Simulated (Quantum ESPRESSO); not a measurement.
# O (C2/m) in Quantum ESPRESSO: equation of state, part 2 of 2

Quantum ESPRESSO 7.5. Earlier steps stand in the parts before.

### Step 6. Single point, PBEsol, 17.63 Å³/atom

The input, pw.in:

```
&CONTROL
  calculation = 'scf'
  prefix = 'pwscf'
  outdir = './tmp'
  pseudo_dir = './pseudo'
  tprnfor = .true.
  tstress = .true.
  disk_io = 'nowf'
/
&SYSTEM
  ibrav = 0
  nat = 2
  ntyp = 1
  ecutwfc = 45
  ecutrho = 360
  nbnd = 12
  occupations = 'smearing'
  smearing = 'fd'
  degauss = 0.00367493
/
&ELECTRONS
  conv_thr = 4d-10
  electron_maxstep = 120
  mixing_beta = 0.5
/
ATOMIC_SPECIES
O     15.9990 o_pbesol_v1.2.uspp.F.UPF
CELL_PARAMETERS angstrom
   2.8702868662   -1.6734256379    0.0000000000
   2.8702868662    1.6734256379    0.0000000000
  -2.4103494245    0.0000000000    3.6712035365
ATOMIC_POSITIONS crystal
O      0.9745461700    0.9745461700    0.8444259800
O      0.0254538300    0.0254538300    0.1555740200
K_POINTS automatic
10 10 7 0 0 0
```

Potentials or basis: GBRV 1.5 PBEsol.

On the command line:

```
$ OMP_NUM_THREADS=1 mpirun -n 2 pw.x -nk 2 -in pw.in > pw.out
```

Run time: 20 s. Hardware: 2 MPI ranks of Arm Neoverse V2, shared host; peak memory 0.18 GiB.

The run converged. Its results:

```yaml
Free_energy: -872.0878 eV
Pressure: -3.9 GPa
Largest_force: 0.910 eV/Å
Band_gap_on_the_k_mesh: none (metal or under the smearing width)
```

Caveat: spin is off for a triplet molecule.

### Step 7. Single point, PBEsol, 17.98 Å³/atom

Edit pw.in of step 6 so:

```diff
@@ -28,5 +28,5 @@
 CELL_PARAMETERS angstrom
-   2.8702868662   -1.6734256379    0.0000000000
-   2.8702868662    1.6734256379    0.0000000000
-  -2.4103494245    0.0000000000    3.6712035365
+   2.8889256149   -1.6842923427    0.0000000000
+   2.8889256149    1.6842923427    0.0000000000
+  -2.4260014827    0.0000000000    3.6950431885
 ATOMIC_POSITIONS crystal
```

On the command line:

```
$ OMP_NUM_THREADS=1 mpirun -n 2 pw.x -nk 2 -in pw.in > pw.out
```

Wall time 20 s (2 MPI ranks of Arm Neoverse V2, shared host); peak memory 0.18 GiB.

It converged, with:

```
Free energy            : -872.0700 eV
Pressure               : -4.7 GPa
Largest force          : 1.412 eV/Å
Band gap on the k mesh : none (metal or under the smearing width)
```

Caveat: spin is off for a triplet molecule; forces of over 1 eV/Å show positions far from the minimum, so gaps and moduli don't describe the material at rest.

### Step 8. Single point, PBEsol, 18.33 Å³/atom

Edit pw.in of step 7 so:

```diff
@@ -28,5 +28,5 @@
 CELL_PARAMETERS angstrom
-   2.8889256149   -1.6842923427    0.0000000000
-   2.8889256149    1.6842923427    0.0000000000
-  -2.4260014827    0.0000000000    3.6950431885
+   2.9073269111   -1.6950206086    0.0000000000
+   2.9073269111    1.6950206086    0.0000000000
+  -2.4414541381    0.0000000000    3.7185791300
 ATOMIC_POSITIONS crystal
```

Potentials or basis: GBRV 1.5 PBEsol.

On the command line:

```
$ OMP_NUM_THREADS=1 mpirun -n 2 pw.x -nk 2 -in pw.in > pw.out
```

pw.out:

```text
This program is part of the open-source Quantum ESPRESSO suite
     for quantum simulation of materials; please cite
         "P. Giannozzi et al., J. Phys.:Condens. Matter 21 395502 (2009);
         "P. Giannozzi et al., J. Phys.:Condens. Matter 29 465901 (2017);
         "P. Giannozzi et al., J. Chem. Phys. 152 154105 (2020);
     in publications or presentations arising from this work. More details at

     Message from routine setup:
     using ibrav=0 with symmetry is DISCOURAGED, use correct ibrav instead

     K-points division:     npool     =       2
     Subspace diagonalization in iterative solution of the eigenvalue problem:
     a serial algorithm will be used

     G-vector sticks info
     --------------------
     sticks:   dense  smooth     PW     G-vecs:    dense   smooth      PW
     Sum        1015     507    163                28543    10125    1917

     Using Slab Decomposition

     bravais-lattice index     =            0
     lattice parameter (alat)  =       6.3596  a.u.
     unit-cell volume          =     247.3275 (a.u.)^3
     number of atoms/cell      =            2
     number of atomic types    =            1
     number of electrons       =        12.00
     number of Kohn-Sham states=           12
     kinetic-energy cutoff     =      45.0000  Ry
     charge density cutoff     =     360.0000  Ry
     scf convergence threshold =      4.0E-10
     mixing beta               =       0.5000
     number of iterations used =            8  plain     mixing
     Exchange-correlation= SLA  PW   PSX  PSC
                           (   1   4  10   8   0   0   0)

     celldm(1)=   6.359608  celldm(2)=   0.000000  celldm(3)=   0.000000
     celldm(4)=   0.000000  celldm(5)=   0.000000  celldm(6)=   0.000000

     crystal axes: (cart. coord. in units of alat)
               a(1) = (   0.863898  -0.503667   0.000000 )
               a(2) = (   0.863898   0.503667   0.000000 )
               a(3) = (  -0.725466   0.000000   1.104957 )

     reciprocal axes: (cart. coord. in units 2 pi/alat)
               b(1) = (  0.578772 -0.992719  0.379996 )
               b(2) = (  0.578772  0.992719  0.379996 )
               b(3) = ( -0.000000  0.000000  0.905012 )

     PseudoPot. # 1 for O  read from file:
     o_pbesol_v1.2.uspp.F.UPF
     Pseudo is Ultrasoft + core correction, Zval =  6.0
     Generated by new atomic code, or converted to UPF format
     Using radial grid of  737 points,  5 beta functions with:
                l(1) =   0
                l(2) =   0
                l(3) =   1
                l(4) =   1
                l(5) =   2
     Q(r) pseudized with  8 coefficients,  rinner =    0.900   0.900   0.900
                                                       0.900   0.900

     atomic species   valence    mass     pseudopotential
     O                 6.00    15.99900     O ( 1.00)

      4 Sym. Ops., with inversion, found

   Cartesian axes

     site n.     atom                  positions (alat units)
         1        O      tau(   1) = (   1.0712143  -0.0000000   0.9330548  )
         2        O      tau(   2) = (  -0.0688847  -0.0000000   0.1719027  )

     number of k points=   196  Fermi-Dirac smearing, width (Ry)=  0.0037

     Number of k-points >= 100: set verbosity='high' to print them.

     Dense  grid:    28543 G-vectors     FFT dimensions: (  40,  40,  54)

     Smooth grid:    10125 G-vectors     FFT dimensions: (  27,  27,  36)

     Check: negative core charge=   -0.000002

     Initial potential from superposition of free atoms

     starting charge      12.0000, renormalised to      12.0000
     Starting wfcs are    8 randomized atomic wfcs +    4 random wfcs

     Self-consistent Calculation

     iteration #  1     ecut=    45.00 Ry     beta= 0.50
     Davidson diagonalization with overlap
     ethr =  1.00E-02,  avg # of iterations =  5.9

     Threshold (ethr) on eigenvalues was too large:
     Diagonalizing with lowered threshold

     Davidson diagonalization with overlap
     ethr =  3.07E-04,  avg # of iterations =  1.4

     total energy              =     -64.09193721 Ry
     estimated scf accuracy    <       0.03696235 Ry

     iteration #  2     ecut=    45.00 Ry     beta= 0.50
     Davidson diagonalization with overlap
     ethr =  3.08E-04,  avg # of iterations =  1.0

     total energy              =     -64.09392781 Ry
     estimated scf accuracy    <       0.00344799 Ry

     iteration #  3     ecut=    45.00 Ry     beta= 0.50
     Davidson diagonalization with overlap
     ethr =  2.87E-05,  avg # of iterations =  2.6

     total energy              =     -64.09437601 Ry
     estimated scf accuracy    <       0.00027132 Ry

     iteration #  4     ecut=    45.00 Ry     beta= 0.50
     Davidson diagonalization with overlap
     ethr =  2.26E-06,  avg # of iterations =  2.8

     total energy              =     -64.09439035 Ry
     estimated scf accuracy    <       0.00008260 Ry

     iteration #  5     ecut=    45.00 Ry     beta= 0.50
     Davidson diagonalization with overlap
     ethr =  6.88E-07,  avg # of iterations =  1.0

     total energy              =     -64.09439716 Ry
     estimated scf accuracy    <       0.00000214 Ry

     iteration #  6     ecut=    45.00 Ry     beta= 0.50
     Davidson diagonalization with overlap
     ethr =  1.78E-08,  avg # of iterations =  1.0

     total energy              =     -64.09439737 Ry
     estimated scf accuracy    <       0.00000019 Ry

     iteration #  7     ecut=    45.00 Ry     beta= 0.50
     Davidson diagonalization with overlap
     ethr =  1.62E-09,  avg # of iterations =  2.0

     total energy              =     -64.09439742 Ry
     estimated scf accuracy    <       0.00000002 Ry

     iteration #  8     ecut=    45.00 Ry     beta= 0.50
     Davidson diagonalization with overlap
     ethr =  1.78E-10,  avg # of iterations =  2.0

     End of self-consistent calculation

     Number of k-points >= 100: set verbosity='high' to print the bands.

     the Fermi energy is    -0.9433 ev

!    total energy              =     -64.09439743 Ry
     estimated scf accuracy    <          3.1E-10 Ry
     smearing contrib. (-TS)   =      -0.00428479 Ry
     internal energy E=F+TS    =     -64.09011264 Ry

     The total energy is F=E-TS. E is the sum of the following terms:
     one-electron contribution =     -43.58884646 Ry
     hartree contribution      =      25.75939998 Ry
     xc contribution           =     -13.82215212 Ry
     ewald contribution        =     -32.43851403 Ry

     convergence has been achieved in   8 iterations

     Forces acting on atoms (cartesian axes, Ry/au):

     atom    1 type  1   force =    -0.03218809    0.00000000    0.06574277
     atom    2 type  1   force =     0.03218809   -0.00000000   -0.06574277

     Total force =     0.103520     Total SCF correction =     0.000078

     Computing stress (Cartesian axis) and pressure

          total   stress  (Ry/bohr**3)                   (kbar)     P=      -54.71
  -0.00012930   0.00000000   0.00028442          -19.02        0.00       41.84
   0.00000000  -0.00022226  -0.00000000            0.00      -32.70       -0.00
   0.00028442  -0.00000000  -0.00076424           41.84       -0.00     -112.42

=------------------------------------------------------------------------------=
   JOB DONE.
=------------------------------------------------------------------------------=
```

It took 19 s on 2 MPI ranks of Arm Neoverse V2, shared host; peak memory 0.2 GiB.

Results:

- Free energy: -872.0487 eV
- Pressure: -5.5 GPa
- Largest force: 1.882 eV/Å
- Band gap on the k mesh: none (metal or under the smearing width)

Caveat: spin is off for a triplet molecule; forces of over 1 eV/Å show positions far from the minimum, so gaps and moduli don't describe the material at rest.

### Step 9. Equation of state, PBEsol

Potentials or basis: GBRV 1.5 PBEsol.

No new run: the results of the series are fitted here.

Results:

* Equilibrium volume: 16.44 Å³/atom
* Bulk modulus at fixed shape and positions: 61 GPa
* Pressure derivative of the bulk modulus: 4.1

Energy against volume, from the lowest point:
```
volume (Å³/atom)  energy (meV/atom)
          16.251               0.12
          16.596               0.00
          16.942               2.51
          17.288               7.39
          17.634              14.39
          17.979              23.30
          18.325              33.93
```

Caveat: spin is off for a triplet molecule; the cell was scaled at fixed shape and fractional positions, which overstates the stiffness of a crystal with free parameters, most of all of layers and chains.
